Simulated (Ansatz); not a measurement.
Computed with Ansatz, DFT PBE, scalar-relativistic, plane waves, PAW. Settings: cutoff 420 eV, Γ-centred meshes spaced at most about 0.3 Å⁻¹, and about 0.25 Å⁻¹ or finer for metals (2π included), Gaussian smearing. No spin polarisation.

Each guess is relaxed in cell and atoms at zero pressure, on a coarse mesh first where it starts far from rest and then on a converged one. The steps can't lower the symmetry of the start, but it can rise. Energies are static (0 K, no zero-point motion).

This guess for SiMo₃ isn't its lowest structure:

Space group Im-3m (No. 229). a = 5.340 Å, b = 5.340 Å, c = 5.340 Å, α = 90.00°, β = 90.00°, γ = 90.00°
```
atom  site  symmetry       x       y       z
  Si    2a      m-3m  0.0000  0.0000  0.0000
  Mo    6b    4/mm.m  0.5000  0.0000  0.0000
```

Task: What does it relax into?

Result: Im-3m at 19.0 Å³/atom → Im-3m at 17.1 Å³/atom. Conventional cell: a = 5.152 Å. Si has 6 Mo at 2.58 Å; around Mo lie 2 Si at 2.58 Å and 4 Mo at 2.58 Å.

```xyz
4
Lattice="-2.5761 2.5761 2.5761 2.5761 -2.5761 2.5761 2.5761 2.5761 -2.5761" Properties=species:S:1:pos:R:3 pbc="T T T"
Si    0.0000    0.0000    0.0000
Mo    2.5761    0.0000    0.0000
Mo    0.0000    2.5761    0.0000
Mo    0.0000    0.0000    2.5761
```

Task: Compare it with the lowest SiMo₃ structure at this level.

Result: It lies 1.35 eV/atom above the lowest of the 10 forms computed, a structure that the Crystallography Open Database (COD) lists, of the A15 type. Space group Pm-3n (No. 223), cubic, a = 4.906 Å. Si has 12 Mo at 2.74 Å; Mo has 2 Mo at 2.45 Å, 4 Si at 2.74 Å and 8 Mo at 3.00 Å. That form has 14.8 Å³/atom and no gap on its mesh, nor has the guess's end. Counting Mo atoms around Si (those within 1.25 times the shortest such distance or 1.15 times the sum of covalent radii, 1.27 where that leaves under three), the guess's end has Si 6 and the lowest form has Si 12.

Some types were kept out of the candidates beforehand, so the set may lack a known form.

The relaxation only shrinks the cell: every atom sits on a site fixed by symmetry, so the guess keeps its topology, a simple cubic lattice shared in an ordered way by Si and Mo. This packing is too open for a Mo-rich intermetallic, whose cohesion comes largely from partly filled, delocalised d states and gains from many metal neighbours. The A15 form surrounds Si with 12 Mo instead of 6 and fits the same atoms into 14.8 rather than 17.1 Å³/atom.

The Si–Mo contacts are actually shorter in the guess's end, 2.58 against 2.74 Å, as expected when bonding is shared among fewer neighbours, but this doesn't make up for the missing contacts. A15 also has Mo chains with 2.45 Å spacings, which suggests strong direct d–d bonding along them. Its place as the lowest form computed agrees with the known structure of Mo₃Si. The gap of 1.35 eV/atom rules out the simple cubic arrangement as a competitive ground state, but doesn't show whether it is a local minimum or a saddle point.
